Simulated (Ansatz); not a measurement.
**Is this BeS4 stable against decomposition?**

Theory: DFT PBE, scalar-relativistic, plane waves, PAW (Ansatz). Settings: cutoff 420 eV, Γ-centred meshes spaced at most about 0.3 Å⁻¹, and about 0.25 Å⁻¹ or finer for metals (2π included), Gaussian smearing. No spin polarisation.

Formation energies are uncorrected and refer to the elements' standard structures at the same level.

These are static total energies at zero pressure. The reference form of S is held partly by dispersion forces, which this level lacks.

The competitors are the elements and 1 reference phase of this chemical system (from databases or known types: BeS), relaxed at the same level; other known phases may be missing.

The candidate was reached from: PbF4 type (I4/mmm).

```
Be S
1.0
    -2.22905    2.22905    3.76942
     2.22905   -2.22905    3.76942
     2.22905    2.22905   -3.76942
Be S
1 4
Direct
  0.00000 0.00000 0.00000
  0.32041 0.32041 0.00000
  0.67959 0.67959 0.00000
  0.50000 0.00000 0.50000
  0.00000 0.50000 0.50000
```

The lowest competing mixture at this composition:

```json
{"phase": "S", "space group": "-", "source": "element", "share of atoms": "0.6000", "ΔE_f (eV/atom)": "-0.0011"}
{"phase": "BeS", "space group": "F-43m (No. 216)", "source": "COD", "share of atoms": "0.4000", "ΔE_f (eV/atom)": "-1.070"}
```

The lowest database cell of S (-0.0011) lies slightly below the reference, hence the non-zero entry.

Q: What are the hull's energy here, the candidate's formation energy and its margin?

A: The hull lies at -0.429 eV/atom, the weighted sum of the last column. The candidate has 0.391 eV/atom, which is 0.82 eV/atom above it. The candidate matches no cell in the subsets of the Crystallography Open Database and the Materials Project at hand. A phase this far over the hull is unlikely to be made.
